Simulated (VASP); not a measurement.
# KCl (Pm-3m) in VASP: settings compared

One crystal, KCl, is run at these levels: r2SCAN, PBE; tasks: band structure, evGW0 quasiparticle levels.

Program: VASP 6.6.1. These are calculated values, not measurements. Logs are shortened: lines on timing, memory, paths and dates and some standing lists are left out, and cuts for length are marked.

**1. Starting point**

It takes space group Pm-3m (No. 221, cubic). The conventional cell has a = 3.839 Å, b = 3.839 Å, c = 3.839 Å, α = 90.00°, β = 90.00°, γ = 90.00°. K (site symmetry m-3m) is surrounded by 8 Cl at 3.32 Å. Cl (site symmetry m-3m) is surrounded by 8 K at 3.32 Å.

Measurements of this composition are mostly on another form, of space group No. 225.

**2. Band structure, r2SCAN**

INCAR reads:

```
ALGO = Normal ; EDIFF = 1E-6
ENCUT = 520 ; ISIF = 2
ISMEAR = 0 ; LASPH = True
LCHARG = False ; LMIXTAU = True
LREAL = False ; LWAVE = False
METAGGA = R2SCAN ; NELM = 100
PREC = Accurate ; SIGMA = 0.02
```

KPOINTS reads:

```
k-points
0
Gamma
  8 8 8
```

POSCAR reads:

```
KCl
1.0
    3.8391960000      0.0000000000      0.0000000000
    0.0000000000      3.8391960000      0.0000000000
    0.0000000000      0.0000000000      3.8391960000
K Cl
1 1
Direct
    0.0000000000      0.0000000000      0.0000000000
    0.5000000000      0.5000000000      0.5000000000
```

KPOINTS_OPT reads:

```
path GXMGRX,MR
15
line-mode
reciprocal
 0.0000000000  0.0000000000  0.0000000000  G
 0.0000000000  0.5000000000  0.0000000000  X

 0.0000000000  0.5000000000  0.0000000000  X
 0.5000000000  0.5000000000  0.0000000000  M

 0.5000000000  0.5000000000  0.0000000000  M
 0.0000000000  0.0000000000  0.0000000000  G

 0.0000000000  0.0000000000  0.0000000000  G
 0.5000000000  0.5000000000  0.5000000000  R

 0.5000000000  0.5000000000  0.5000000000  R
 0.0000000000  0.5000000000  0.0000000000  X

 0.5000000000  0.5000000000  0.0000000000  M
 0.5000000000  0.5000000000  0.5000000000  R
```

Potentials or basis: VASP PAW PBE potentials, release 64 (K_sv, Cl).

Launch:

```bash
> cat potpaw_PBE.64/K_sv/POTCAR potpaw_PBE.64/Cl/POTCAR > POTCAR
> mpirun -np 1 vasp_std > vasp.out
```

OUTCAR:

```text
EDIFF = 1E-6
   ENCUT = 520
   ISIF = 2
   ISMEAR = 0
   LASPH = True
   LREAL = False
   METAGGA = R2SCAN
   NELM = 100
   PREC = Accurate

 ion  position               nearest neighbor table
   1  0.000  0.000  0.000-
   2  0.500  0.500  0.500-

  LATTYP: Found a simple cubic cell.
 ALAT       =     3.8391960000

  Lattice vectors:

 A1 = (   3.8391960000,   0.0000000000,   0.0000000000)
 A2 = (   0.0000000000,   3.8391960000,   0.0000000000)
 A3 = (   0.0000000000,   0.0000000000,   3.8391960000)

Analysis of symmetry for initial positions (statically):
=====================================================================
 Subroutine PRICEL returns:
 Original cell was already a primitive cell.

 Routine SETGRP: Setting up the symmetry group for a
 simple cubic supercell.

 Subroutine GETGRP returns: Found 48 space group operations
 (whereof 48 operations were pure point group operations)
 out of a pool of 48 trial point group operations.

The static configuration has the point symmetry O_h .

Analysis of symmetry for dynamics (positions and initial velocities):
=====================================================================
 Subroutine PRICEL returns:
 Original cell was already a primitive cell.

 Routine SETGRP: Setting up the symmetry group for a
 simple cubic supercell.

 Subroutine GETGRP returns: Found 48 space group operations
 (whereof 48 operations were pure point group operations)
 out of a pool of 48 trial point group operations.

The dynamic configuration has the point symmetry O_h .

 Subroutine INISYM returns: Found 48 space group operations
 (whereof 48 operations are pure point group operations),
 and found     1 'primitive' translations

----------------------------------------------------------------------------------------

                                     Primitive cell

  volume of cell :      56.5875

  direct lattice vectors                    reciprocal lattice vectors
     3.839196000  0.000000000  0.000000000     0.260471203  0.000000000  0.000000000
     0.000000000  3.839196000  0.000000000     0.000000000  0.260471203  0.000000000
     0.000000000  0.000000000  3.839196000     0.000000000  0.000000000  0.260471203

  length of vectors
     3.839196000  3.839196000  3.839196000     0.260471203  0.260471203  0.260471203

  position of ions in fractional coordinates (direct lattice)
     0.000000000  0.000000000  0.000000000
     0.500000000  0.500000000  0.500000000

  ion indices of the primitive-cell ions
   primitive index   ion index
                 1           1
                 2           2

----------------------------------------------------------------------------------------

 KPOINTS: k-points

Automatic generation of k-mesh.
 Grid dimensions read from file:
 generate k-points for:    8    8    8

 Generating k-lattice:

  Cartesian coordinates                     Fractional coordinates (reciprocal lattice)
     0.032558900  0.000000000  0.000000000     0.125000000  0.000000000  0.000000000
     0.000000000  0.032558900  0.000000000     0.000000000  0.125000000  0.000000000
     0.000000000  0.000000000  0.032558900     0.000000000  0.000000000  0.125000000

  Length of vectors
     0.032558900  0.032558900  0.032558900

  Shift w.r.t. Gamma in fractional coordinates (k-lattice)
     0.000000000  0.000000000  0.000000000

 Subroutine IBZKPT returns following result:
 ===========================================

 Found     35 irreducible k-points:

 Following reciprocal coordinates:
            Coordinates               Weight
  0.000000  0.000000  0.000000      1.000000
  0.125000  0.000000  0.000000      6.000000
  0.250000  0.000000  0.000000      6.000000
  0.375000  0.000000  0.000000      6.000000
  0.500000  0.000000  0.000000      3.000000
  0.125000  0.125000  0.000000     12.000000
[... 16 lines left out ...]
  0.375000  0.375000  0.125000     24.000000
  0.500000  0.375000  0.125000     24.000000
 [... further k-points ...]
   k-points           NKPTS =     35   k-points in BZ     NKDIM =     35   number of bands    NBANDS=     12
   number of dos      NEDOS =    301   number of ions     NIONS =      2
   total plane-waves  NPLWV =  27000
   dimension x,y,z NGX =    30 NGY =   30 NGZ =   30
   dimension x,y,z NGXF=    60 NGYF=   60 NGZF=   60
   ions per type =               1   1
   NGX,Y,Z   is equivalent  to a cutoff of  12.99, 12.99, 12.99 a.u.
   NGXF,Y,Z  is equivalent  to a cutoff of  25.98, 25.98, 25.98 a.u.
 SYSTEM =  unknown system
   PREC   = accura    normal or accurate (medium, high low for compatibility)
   ISTART =      0    job   : 0-new  1-cont  2-samecut
   ICHARG =      2    charge: 1-file 2-atom 10-const
   ISPIN  =      1    spin polarized calculation?
   LNONCOLLINEAR =      F non collinear calculations
   LSORBIT =      F    spin-orbit coupling
   LASPH  =      T    aspherical Exc in radial PAW
   ENCUT  =  520.0 eV  38.22 Ry    6.18 a.u.   7.14  7.14  7.14*2*pi/ulx,y,z
   NELM   =    100;   NELMIN=  2; NELMDL= -5     # of ELM steps
   EDIFF  = 0.1E-05   stopping-criterion for ELM
   LREAL  =      F    real-space projection
   EDIFFG = 0.1E-04   stopping-criterion for IOM
   NSW    =      0    number of steps for IOM
   IBRION =     -1    ionic relax: 0-MD 1-quasi-New 2-CG
   NFREE  =      0    steps in history (QN), initial steepest desc. (CG)
   ISIF   =      2    stress and relaxation
   ISYM   =      2    0-nonsym 1-usesym 2-fastsym
   POTIM  = 0.5000    time-step for ionic-motion
   TEBEG  =    0.0;   TEEND  =   0.0 temperature during run
   PSTRESS=    0.0 pullay stress
   NELECT =      16.0000    total number of electrons
   NUPDOWN=      -1.0000    fix difference up-down
   EMIN   =  10.00;   EMAX   =-10.00  energy-range for DOS
   EFERMI =   0.00;   METHOD = LEGACY
   ISMEAR =     0;   SIGMA  =   0.02  broadening in eV -4-tet -1-fermi 0-gaus
   EFERMI_NEDOS =   21; number of points for ismear=-14 and -15
   IALGO  =     38    algorithm
   IMIX   =      4    mixing-type and parameters
     AMIX     =   0.40;   BMIX     =  1.00
     AMIX_MAG =   1.60;   BMIX_MAG =  1.00
  volume/ion in A,a.u.               =      28.29       190.94
  Fermi-wavevector in a.u.,A,eV,Ry     =   1.074504  2.030517 15.708715  1.154558
  Thomas-Fermi vector in A             =   2.210334
   LORBIT       =      0    0 simple, 1 ext, 2 COOP (PROOUT), +10 PAW based schemes
   METAGGA = R2SCAN    functional components
   LHFCALC =     F    Hartree Fock is set to
   AEXX    =    0.0000 exact exchange contribution
   IVDW    =     0    specifies the selected vdW correction
   LEPSILON=     F    determine dielectric tensor
   LRPA    =     F    only Hartree local field effects (RPA)
 non-spin polarized calculation
 Gauss-broadening in eV      SIGMA  =   0.02
  energy-cutoff  :      520.00
  volume of cell :       56.59
 maximum number of plane-waves:      1568
 NGX is ok and might be reduce to    30
   NGX = 15   NGY = 15   NGZ = 15

 number of electron      16.0000007 magnetization

 Free energy of the ion-electron system (eV)
  ---------------------------------------------------
  ext. energy  EPLUGINS =         0.00000000
  ---------------------------------------------------
  free energy    TOTEN  =       -16.39763148 eV

  energy without entropy =      -16.39763148  energy(sigma->0) =      -16.39763148

 E-fermi :  -1.1070     XC(G=0):  -8.4798

 val. band max:       -1.2314098792   @ k =   0.5000   0.5000   0.0000
 cond. band min:       4.3267229626   @ k =   0.0000   0.0000   0.0000
 fundamental gap:      5.5581328419
 Fermi energy:        -1.1070261210

 k-point     1 :       0.0000    0.0000    0.0000
  band No.  band energies     occupation
      1     -30.4063      2.00000
      2     -14.3600      2.00000
      3     -13.0250      2.00000
      4     -13.0250      2.00000
      5     -13.0250      2.00000
      6      -1.4371      2.00000
      7      -1.4371      2.00000
      8      -1.4371      2.00000
      9       4.3267      0.00000
     10       5.9150      0.00000
     11       5.9150      0.00000
     12      10.2354      0.00000

 k-point     2 :       0.1250    0.0000    0.0000
  band No.  band energies     occupation
      1     -30.4036      2.00000
      2     -14.3792      2.00000
      3     -13.0207      2.00000
      4     -13.0207      2.00000
      5     -13.0099      2.00000
      6      -1.7195      2.00000
      7      -1.4372      2.00000
      8      -1.4372      2.00000
      9       4.6870      0.00000
     10       6.0456      0.00000
     11       6.2379      0.00000
     12      10.1720      0.00000

 k-point     3 :       0.2500    0.0000    0.0000
  band No.  band energies     occupation
      1     -30.3971      2.00000
      2     -14.4273      2.00000
      3     -13.0102      2.00000
      4     -13.0102      2.00000
      5     -12.9693      2.00000
      6      -2.3034      2.00000
      7      -1.4379      2.00000
      8      -1.4379      2.00000
      9       5.5422      0.00000
     10       6.4209      0.00000
     11       7.0216      0.00000
     12      10.0709      0.00000

 k-point     4 :       0.3750    0.0000    0.0000
  band No.  band energies     occupation
      1     -30.3906      2.00000
      2     -14.4776      2.00000
      3     -12.9996      2.00000
      4     -12.9996      2.00000
      5     -12.9233      2.00000
      6      -2.7986      2.00000
      7      -1.4391      2.00000
      8      -1.4391      2.00000
      9       6.5627      0.00000
     10       6.9570      0.00000
     11       7.7038      0.00000
     12      10.0604      0.00000

 k-point     5 :       0.5000    0.0000    0.0000
  band No.  band energies     occupation
      1     -30.3879      2.00000
      2     -14.4989      2.00000
      3     -12.9952      2.00000
      4     -12.9952      2.00000
      5     -12.9028      2.00000
      6      -2.9858      2.00000
      7      -1.4397      2.00000
      8      -1.4397      2.00000
      9       7.2197      0.00000
     10       7.2971      0.00000
     11       7.7789      0.00000
     12       9.5868      0.00000
[... 228 lines left out ...]
      1     -30.3795      2.00000
      2     -14.3025      2.00000
      3     -13.1411      2.00000
      4     -13.0370      2.00000
      5     -12.9931      2.00000
      6      -2.5404      2.00000
      7      -2.0122      2.00000
      8      -1.5531      2.00000
      9       6.7012      0.00000
     10       7.3194      0.00000
     11       8.1850      0.00000
     12       9.0013      0.00000

 k-point    22 :       0.5000    0.2500    0.1250
  band No.  band energies     occupation
      1     -30.3770      2.00000
      2     -14.2875      2.00000
      3     -13.1150      2.00000
      4     -13.0598      2.00000
      5     -13.0184      2.00000
      6      -2.6893      2.00000
      7      -1.9852      2.00000
      8      -1.5303      2.00000
      9       6.7006      0.00000
     10       7.4584      0.00000
     11       8.0685      0.00000
     12       9.0547      0.00000

 k-point    23 :       0.3750    0.3750    0.1250
  band No.  band energies     occupation
      1     -30.3735      2.00000
      2     -14.1928      2.00000
      3     -13.2026      2.00000
      4     -13.1034      2.00000
      5     -13.0114      2.00000
      6      -2.4357      2.00000
      7      -2.3382      2.00000
      8      -1.5041      2.00000
      9       6.2825      0.00000
     10       7.3296      0.00000
     11       8.5109      0.00000
     12       8.6815      0.00000

 k-point    24 :       0.5000    0.3750    0.1250
  band No.  band energies     occupation
      1     -30.3710      2.00000
      2     -14.1429      2.00000
      3     -13.1992      2.00000
      4     -13.1736      2.00000
      5     -13.0092      2.00000
      6      -2.5277      2.00000
      7      -2.3272      2.00000
      8      -1.4820      2.00000
      9       6.1014      0.00000
     10       7.2823      0.00000
     11       8.4368      0.00000
     12       8.5881      0.00000

 [... further k-points ...]

------------------------ aborting loop because EDIFF is reached ----------------------------------------

  FORCE on cell =-STRESS in cart. coord.  units (eV):
  Direction    XX          YY          ZZ          XY          YZ          ZX
  --------------------------------------------------------------------------------------
  -------------------------------------------------------------------------------------
  Total       -0.3874770     -0.3874770     -0.3874770      0.0000000      0.0000000      0.0000000
  in kB      -10.9707336    -10.9707336    -10.9707336      0.0000000      0.0000000      0.0000000
  external PRESSURE =     -10.9707336 kB  Pullay stress =       0.0000000 kB

 VOLUME and BASIS-vectors are now :
 -----------------------------------------------------------------------------
  energy-cutoff  :      520.00
  volume of cell :       56.59
      direct lattice vectors                 reciprocal lattice vectors
     3.839196000  0.000000000  0.000000000     0.260471203  0.000000000  0.000000000
     0.000000000  3.839196000  0.000000000     0.000000000  0.260471203  0.000000000
     0.000000000  0.000000000  3.839196000     0.000000000  0.000000000  0.260471203

 POSITION                                       TOTAL-FORCE (eV/Angst)
 -----------------------------------------------------------------------------------
      0.00000      0.00000      0.00000         0.000000      0.000000      0.000000
      1.91960      1.91960      1.91960         0.000000      0.000000      0.000000
 -----------------------------------------------------------------------------------
    total drift:                                0.000000      0.000000     -0.000000

  FREE ENERGIE OF THE ION-ELECTRON SYSTEM (eV)
  ---------------------------------------------------
  free  energy   TOTEN  =       -16.3976314791 eV

  energy  without entropy=      -16.3976314791  energy(sigma->0) =      -16.39763148
```

Run time: 2.1 min. Hardware: 1 thread of Intel Xeon Platinum 8488C (Sapphire Rapids), shared host; peak memory 0.18 GiB.

Results:

* Free energy: -16.3976 eV
* Pressure: -1.1 GPa
* Band gap on the k mesh: 5.56 eV, indirect (least direct gap 5.76 eV)
* Band gap along the path: 5.56 eV, indirect (least direct gap 5.76 eV)

Levels at the corners of the path, in eV from the valence-band top:
```
point  band 5  band 6  band 7  band 8  band 9  band 10  band 11  band 12
    Γ  -11.79   -0.21   -0.21   -0.21    5.56     7.15     7.15    11.47
    X  -11.67   -1.75   -0.21   -0.21    8.45     8.53     9.01    10.82
    X  -11.67   -1.75   -0.21   -0.21    8.45     8.53     9.01    10.82
    M  -11.74   -1.21   -1.21    0.00    6.83     8.02     9.69     9.69
    M  -11.74   -1.21   -1.21    0.00    6.83     8.02     9.69     9.69
    Γ  -11.79   -0.21   -0.21   -0.21    5.56     7.15     7.15    11.47
    Γ  -11.79   -0.21   -0.21   -0.21    5.56     7.15     7.15    11.47
    R  -11.96   -1.32   -1.32   -1.32    9.49     9.49     9.49    10.72
    R  -11.96   -1.32   -1.32   -1.32    9.49     9.49     9.49    10.72
    X  -11.67   -1.75   -0.21   -0.21    8.45     8.53     9.01    10.82
    M  -11.74   -1.21   -1.21    0.00    6.83     8.02     9.69     9.69
    R  -11.96   -1.32   -1.32   -1.32    9.49     9.49     9.49    10.72
```

Caveat: the PAW data sets were made with another functional, which shifts forces and pressure a little. r2SCAN opens gaps a little over a GGA but as a rule still falls short of measured ones.

[end of part 1 of 2]
